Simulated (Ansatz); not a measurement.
Is this Cd2S stable against decomposition?

These are results of DFT PBE, scalar-relativistic, plane waves, PAW (Ansatz), not measurements. All cells share a 420 eV cutoff and Γ-centred k meshes spaced at most about 0.3 Å⁻¹ (about 0.25 or finer for metals, 2π included). No spin polarisation.

Formation energies are uncorrected and refer to the elements' standard structures at the same level.

These are static total energies at zero pressure. The reference form of S is held partly by dispersion forces, which this level lacks.

The competitors are the elements and 1 reference phase of this chemical system (from databases or known types: CdS), relaxed at the same level; other known phases may be missing.

The candidate was reached from: Au2S type (Pn-3m).

```xyz
6
Lattice="5.9328 0.0000 0.0000 0.0000 5.9328 0.0000 0.0000 0.0000 5.9328" Properties=species:S:1:pos:R:3 pbc="T T T"
Cd    1.4832    1.4832    1.4832
Cd    1.4832    4.4496    4.4496
Cd    4.4496    4.4496    1.4832
Cd    4.4496    1.4832    4.4496
S     0.0000    0.0000    0.0000
S     2.9664    2.9664    2.9664
```

Q: Where does it stand against these competitors?

A: Not stable. Its formation energy is 0.202 eV/atom. The lowest competing mixture at this composition is this:

| phase | space group | source | share of atoms | ΔE_f (eV/atom) |
| --- | --- | --- | --- | --- |
| Cd | - | element | 0.3333 | -0.0026 |
| CdS | P6_3mc (No. 186) | COD | 0.6667 | -0.660 |

The lowest database cell of Cd (-0.0026) lies slightly below the reference, hence the non-zero entry.

The mixture lies at -0.441 eV/atom, and the candidate lies 0.64 eV/atom above it. The candidate matches no cell in the subsets of the Crystallography Open Database and the Materials Project at hand. The margin is far too high for a likely synthesis. It has the cuprite type.
